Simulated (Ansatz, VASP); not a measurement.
# Cross-check of B2Pd between VASP and Ansatz

Aim: how closely do two programs agree when they are given the same cell, functional and k mesh? The cell is generated by rule, not measured, and may not be a known phase. The cell is taken from a series of runs on this material, whose earlier steps may have relaxed, scaled, displaced or heated it; both programs get it as it stands.

Main program and level: Ansatz 0.2.0; plane waves, with VASP 6.6.1 beside it; zone-centre phonons at PBEsol.

The structure was built from a prototype and need not be the compound's stable phase.

### Step 1. The structure

Symmetry: Fm-3m, No. 225, cubic system. The conventional cell has a = 5.006 Å, b = 5.006 Å, c = 5.006 Å, α = 90.00°, β = 90.00°, γ = 90.00°. Nearest to B lie 4 Pd at 2.17 Å. Nearest to Pd lie 8 B at 2.17 Å. Farther neighbours are not listed.

As a file:

```
B Pd
1.0
     0.00000    2.50276    2.50276
     2.50276    0.00000    2.50276
     2.50276    2.50276    0.00000
B Pd
2 1
Cartesian
  1.2514 1.2514 1.2514
  3.7541 3.7541 3.7541
  0.0000 0.0000 0.0000
```

### Step 2. VASP: zone-centre phonons, PBEsol

Second derivatives magnify differences that forces hide, and they need a tight electronic threshold.

Lines of VASP's logs that name or quote its potential files are left out, and so is its time.

Input file INCAR:

```
SYSTEM = B2Pd
PREC = Accurate
ENCUT = 500
EDIFF = 1E-08
NELM = 120
ISMEAR = 1
SIGMA = 0.15
LREAL = .FALSE.
ALGO = Normal
GGA = PS
NBANDS = 14
LASPH = .TRUE.
LORBIT = 11
LWAVE = .FALSE.
LCHARG = .FALSE.
ISIF = 2
IBRION = 8
GGA_COMPAT = .FALSE.
KPAR = 2
```

Input file POSCAR:

```
B2Pd
1.0
    0.0000000000      2.5027582936      2.5027582936
    2.5027582936      0.0000000000      2.5027582936
    2.5027582936      2.5027582936      0.0000000000
B Pd
2 1
Direct
    0.2500000000      0.2500000000      0.2500000000
    0.7500000000      0.7500000000      0.7500000000
    0.0000000000      0.0000000000      0.0000000000
```

Input file KPOINTS:

```
Automatic mesh
0
Gamma
12 12 12
0 0 0
```

PAW data sets: B and Pd (PBE family, release 64).

Launch:

```console
$ mpirun -np 2 vasp_std
```

Numbers of over 12 decimals in the logs are rounded to 6 here.

Log:

```text
[banner, memory and clock lines left out]
running    2 mpi-ranks, on    1 nodes
 distrk:  each k-point on    1 cores,    2 groups
 distr:  one band on    1 cores,    1 groups

 POSCAR found type information on POSCAR B Pd
 POSCAR found :  2 types and       3 ions
|                                                                             |
|               ----> ADVICE to this user running VASP <----                  |
|                                                                             |
|     You enforced a specific xc type in the INCAR file but a different       |
|     [... a line on the potential file left out ...]
|     I HOPE YOU KNOW WHAT YOU ARE DOING!                                     |
|                                                                             |

 LDA part: xc-table for (Slater+PW92), standard interpolation
 POSCAR, INCAR and KPOINTS ok, starting setup
 FFT: planning ... GRIDC
 FFT: planning ... GRID_SOFT
 FFT: planning ... GRID
 WAVECAR not read
 entering main loop
       N       E                     dE             d eps       ncg     rms          rms(c)
DAV:   1     0.593423113410E+02    0.59342E+02   -0.71784E+03  2016   0.101E+03
DAV:   2    -0.175312545380E+02   -0.76874E+02   -0.69962E+02  2658   0.214E+02
DAV:   3    -0.194042810679E+02   -0.18730E+01   -0.18578E+01  2160   0.333E+01
DAV:   4    -0.194166110224E+02   -0.12330E-01   -0.12328E-01  2316   0.289E+00
DAV:   5    -0.194168098853E+02   -0.19886E-03   -0.19886E-03  2204   0.369E-01    0.172E+01
DAV:   6    -0.182179089729E+02    0.11989E+01   -0.72635E+00  2208   0.362E+01    0.639E+00
DAV:   7    -0.178193030206E+02    0.39861E+00   -0.13010E+00  2190   0.154E+01    0.366E+00
DAV:   8    -0.177902287881E+02    0.29074E-01   -0.59082E-02  2190   0.188E+00    0.125E+00
DAV:   9    -0.177823918433E+02    0.78369E-02   -0.13197E-02  2196   0.161E+00    0.820E-02
DAV:  10    -0.177825122300E+02   -0.12039E-03   -0.94768E-04  2124   0.245E-01    0.322E-02
DAV:  11    -0.177825227963E+02   -0.10566E-04   -0.14573E-05  2396   0.351E-02    0.165E-02
DAV:  12    -0.177825212114E+02    0.15849E-05   -0.30224E-06  2106   0.222E-02    0.275E-03
DAV:  13    -0.177825213472E+02   -0.13577E-06   -0.48899E-07  2394   0.515E-03    0.568E-04
DAV:  14    -0.177825213608E+02   -0.13668E-07   -0.11315E-08  1722   0.884E-04    0.285E-04
DAV:  15    -0.177825213692E+02   -0.83157E-08   -0.66512E-09  1110   0.680E-04
   1 F= -.17782521E+02 E0= -.17783226E+02  d E =0.211411E-02
 Linear response reoptimize wavefunctions to high precision
DAV:   1    -0.177825213686E+02    0.56230E-09   -0.40398E-10  1284   0.199E-04
DAV:   2    -0.177825213686E+02    0.21600E-10   -0.38121E-11  1080   0.464E-05
 Linear response DOF=           2
 Linear response progress:
  Degree of freedom:   1/  2
       N       E                     dE             d eps       ncg     rms          rms(c)
RMM:   1    -0.359171670256E-01   -0.35917E-01    0.30490E-02 18600   0.114E+00
RMM:   2    -0.365274080363E-01   -0.61024E-03   -0.75750E-04 11913   0.215E-01    0.132E-01
RMM:   3    -0.366216553802E-01   -0.94247E-04   -0.19663E-04 12046   0.841E-02    0.670E-02
RMM:   4    -0.368741756613E-01   -0.25252E-03   -0.11082E-04 11952   0.617E-02    0.126E-02
RMM:   5    -0.368611760993E-01    0.13000E-04   -0.25563E-06 12319   0.118E-02    0.968E-04
RMM:   6    -0.368621536841E-01   -0.97758E-06   -0.58015E-08 12421   0.164E-03    0.541E-04
RMM:   7    -0.368595998942E-01    0.25538E-05   -0.25390E-09 12469   0.609E-04    0.108E-04
RMM:   8    -0.368597012991E-01   -0.10140E-06    0.16108E-10 12584   0.145E-04    0.576E-05
RMM:   9    -0.368595913695E-01    0.10993E-06   -0.27390E-10 13032   0.301E-05    0.140E-05
RMM:  10    -0.368595983402E-01   -0.69707E-08   -0.28943E-09 13367   0.875E-06    0.434E-06
 first order change of Fermi-energy   0.71775E-05
 force on displaced ion       1 direction 1 :  -3.208   0.000   0.000
 Linear response progress:
  Degree of freedom:   2/  2
       N       E                     dE             d eps       ncg     rms          rms(c)
RMM:   1    -0.252601850707E+00   -0.25260E+00   -0.24960E-01  7881   0.366E+00
RMM:   2    -0.250907135506E+00    0.16947E-02   -0.47819E-03  6900   0.510E-01    0.217E-01
RMM:   3    -0.250849582705E+00    0.57553E-04   -0.42921E-04  7084   0.145E-01    0.121E-01
RMM:   4    -0.251706595078E+00   -0.85701E-03   -0.77998E-04  7171   0.170E-01    0.197E-02
RMM:   5    -0.251587459210E+00    0.11914E-03   -0.72926E-05  6989   0.569E-02    0.108E-02
RMM:   6    -0.251660619633E+00   -0.73160E-04   -0.12651E-05  7055   0.231E-02    0.261E-03
RMM:   7    -0.251620980547E+00    0.39639E-04   -0.43211E-07  7511   0.426E-03    0.150E-03
RMM:   8    -0.251611594200E+00    0.93863E-05   -0.84735E-08  7236   0.168E-03    0.596E-04
RMM:   9    -0.251606472172E+00    0.51220E-05   -0.41859E-08  7245   0.103E-03    0.687E-05
RMM:  10    -0.251605270107E+00    0.12021E-05   -0.10550E-07  7695   0.168E-04    0.957E-06
RMM:  11    -0.251605124839E+00    0.14527E-06    0.54595E-10  7759   0.660E-05    0.220E-05
RMM:  12    -0.251605228548E+00   -0.10371E-06   -0.16490E-08  7361   0.409E-05    0.481E-06
RMM:  13    -0.251605297727E+00   -0.69179E-07   -0.81665E-09  7889   0.171E-05    0.170E-06
RMM:  14    -0.251605275705E+00    0.22022E-07    0.41641E-10  6912   0.484E-06    0.374E-07
RMM:  15    -0.251605270674E+00    0.50305E-08   -0.12923E-10  4022   0.152E-06    0.157E-07
 first order change of Fermi-energy   0.46450E-03
 force on displaced ion       3 direction 1 :  -9.600   0.000   0.000
 Linear response finished
```

From OUTCAR (step 2):

```text
ion  position               nearest neighbor table
   1  0.250  0.250  0.250-   3 2.17   3 2.17   3 2.17   3 2.17
   2  0.750  0.750  0.750-   3 2.17   3 2.17   3 2.17   3 2.17
   3  0.000  0.000  0.000-   1 2.17   2 2.17   2 2.17   2 2.17   2 2.17   1 2.17   1 2.17   1 2.17

  LATTYP: Found a face centered cubic cell.
 ALAT       =     5.0055165872

 Subroutine GETGRP returns: Found 48 space group operations
 (whereof 48 operations were pure point group operations)

The static configuration has the point symmetry O_h .

 Found     72 irreducible k-points:

   k-points           NKPTS =     72   k-points in BZ     NKDIM =     72   number of bands    NBANDS=     14

   dimension x,y,z NGX =    28 NGY =   28 NGZ =   28
   dimension x,y,z NGXF=    56 NGYF=   56 NGZF=   56

   ENCUT  =  500.0 eV  36.75 Ry    6.06 a.u.   6.45  6.45  6.45*2*pi/ulx,y,z

   NELECT =      16.0000    total number of electrons

 k-points in reciprocal lattice and weights: Automatic mesh
   0.00000000  0.00000000  0.00000000       0.001
   0.08333333  0.00000000  0.00000000       0.005
   0.16666667  0.00000000  0.00000000       0.005
   0.25000000  0.00000000  0.00000000       0.005
   0.33333333  0.00000000  0.00000000       0.005
   0.41666667  0.00000000  0.00000000       0.005
   0.50000000  0.00000000  0.00000000       0.002
   0.08333333  0.08333333  0.00000000       0.003
   0.16666667  0.08333333  0.00000000       0.014
[...]
-0.33333333  0.50000000  0.16666667       0.007
  -0.25000000  0.50000000  0.25000000       0.003

 average (electrostatic) potential at core
       1 -25.7551       2 -25.7551       3 -73.9897

  Total       -0.0398314     -0.0398314     -0.0398314     -0.0000000     -0.0000000      0.0000000
  in kB       -2.0353979     -2.0353979     -2.0353979     -0.0000000     -0.0000000      0.0000000
  external PRESSURE =      -2.0353979 kB  Pullay stress =       0.0000000 kB

  energy-cutoff  :      500.00
  volume of cell :       31.35
      direct lattice vectors                 reciprocal lattice vectors
     0.000000000  2.502758294  2.502758294    -0.199779580  0.199779580  0.199779580
     2.502758294  0.000000000  2.502758294     0.199779580 -0.199779580  0.199779580
     2.502758294  2.502758294  0.000000000     0.199779580  0.199779580 -0.199779580

 POSITION                                       TOTAL-FORCE (eV/Angst)
 -----------------------------------------------------------------------------------
      1.25138      1.25138      1.25138         0.000000      0.000000      0.000000
      3.75414      3.75414      3.75414        -0.000000      0.000000     -0.000000
      0.00000      0.00000      0.00000        -0.000000     -0.000000     -0.000000
 -----------------------------------------------------------------------------------
    total drift:                               -0.000000     -0.000000      0.000000

 Eigenvectors and eigenvalues of the dynamical matrix
 ----------------------------------------------------

   1 f  =   11.328572 THz    71.179515 2PiTHz  377.880475 cm-1    46.851187 meV
             X         Y         Z           dx          dy          dz
      1.251379  1.251379  1.251379     0.005240    0.643482    0.000000
      3.754137  3.754137  3.754137     0.005240    0.643482    0.000000
      0.000000  0.000000  0.000000    -0.003375   -0.414483    0.000000

   2 f  =   11.328572 THz    71.179515 2PiTHz  377.880475 cm-1    46.851187 meV
             X         Y         Z           dx          dy          dz
      1.251379  1.251379  1.251379    -0.000000    0.000000   -0.643503
      3.754137  3.754137  3.754137    -0.000000    0.000000   -0.643503
      0.000000  0.000000  0.000000    -0.000000    0.000000    0.414496

   3 f  =   11.328572 THz    71.179515 2PiTHz  377.880475 cm-1    46.851187 meV
             X         Y         Z           dx          dy          dz
      1.251379  1.251379  1.251379    -0.643482    0.005240    0.000000
      3.754137  3.754137  3.754137    -0.643482    0.005240   -0.000000
      0.000000  0.000000  0.000000     0.414483   -0.003375    0.000000

   4 f  =    6.224395 THz    39.109027 2PiTHz  207.623468 cm-1    25.742018 meV
             X         Y         Z           dx          dy          dz
      1.251379  1.251379  1.251379    -0.084596   -0.685397    0.151902
      3.754137  3.754137  3.754137     0.084596    0.685397   -0.151902
      0.000000  0.000000  0.000000    -0.000000   -0.000000    0.000000

   5 f  =    6.224395 THz    39.109027 2PiTHz  207.623468 cm-1    25.742018 meV
             X         Y         Z           dx          dy          dz
      1.251379  1.251379  1.251379    -0.159493   -0.130236   -0.676462
      3.754137  3.754137  3.754137     0.159493    0.130236    0.676462
      0.000000  0.000000  0.000000    -0.000000    0.000000    0.000000

   6 f  =    6.224395 THz    39.109027 2PiTHz  207.623468 cm-1    25.742018 meV
             X         Y         Z           dx          dy          dz
      1.251379  1.251379  1.251379     0.683671   -0.115192   -0.139015
      3.754137  3.754137  3.754137    -0.683671    0.115192    0.139015
      0.000000  0.000000  0.000000     0.000000    0.000000    0.000000

   7 f/i=    0.044312 THz     0.278419 2PiTHz    1.478082 cm-1     0.183259 meV
             X         Y         Z           dx          dy          dz
      1.251379  1.251379  1.251379    -0.004891    0.171483   -0.237641
      3.754137  3.754137  3.754137    -0.004891    0.171483   -0.237641
      0.000000  0.000000  0.000000    -0.015188    0.532451   -0.737874

   8 f/i=    0.044312 THz     0.278419 2PiTHz    1.478082 cm-1     0.183259 meV
             X         Y         Z           dx          dy          dz
      1.251379  1.251379  1.251379    -0.006034    0.237565    0.171552
      3.754137  3.754137  3.754137    -0.006034    0.237565    0.171552
      0.000000  0.000000  0.000000    -0.018734    0.737637    0.532666

   9 f/i=    0.044312 THz     0.278419 2PiTHz    1.478082 cm-1     0.183259 meV
             X         Y         Z           dx          dy          dz
      1.251379  1.251379  1.251379    -0.292990   -0.007755    0.000434
      3.754137  3.754137  3.754137    -0.292990   -0.007755    0.000434
      0.000000  0.000000  0.000000    -0.909731   -0.024079    0.001349

 ELASTIC MODULI CONTR FROM IONIC RELAXATION (kBar)
 Direction    XX          YY          ZZ          XY          YZ          ZX
 --------------------------------------------------------------------------------
 XX          -0.0000      0.0000     -0.0000      0.0000     -0.0000      0.0000
 YY           0.0000     -0.0000      0.0000      0.0000     -0.0000     -0.0000
 ZZ          -0.0000      0.0000     -0.0000     -0.0000     -0.0000      0.0000
 XY           0.0000      0.0000     -0.0000  -9083.0200      0.0000     -0.0000
 YZ          -0.0000     -0.0000     -0.0000      0.0000  -9083.0200      0.0000
 ZX           0.0000     -0.0000      0.0000      0.0000      0.0000  -9083.0200
 --------------------------------------------------------------------------------
```

Energies printed during the response cycles are not total energies of the cell. The PAW data sets were made with PBE, which is usual practice but a small mismatch for other functionals.

[end of part 1 of 2]

[Lines on the potential files, build, host, timing and source positions are cut from VASP's logs without a mark.]

[Logs are printed without paths, hosts, clocks, repeated set-up lines and the standing remarks that a program may print on its own settings, such as how far it seeks lower states.]

[Hosts, paths, dates, database ids (printed as entryN), source tags and the programs' standing remarks are cut or masked in the printed files.]
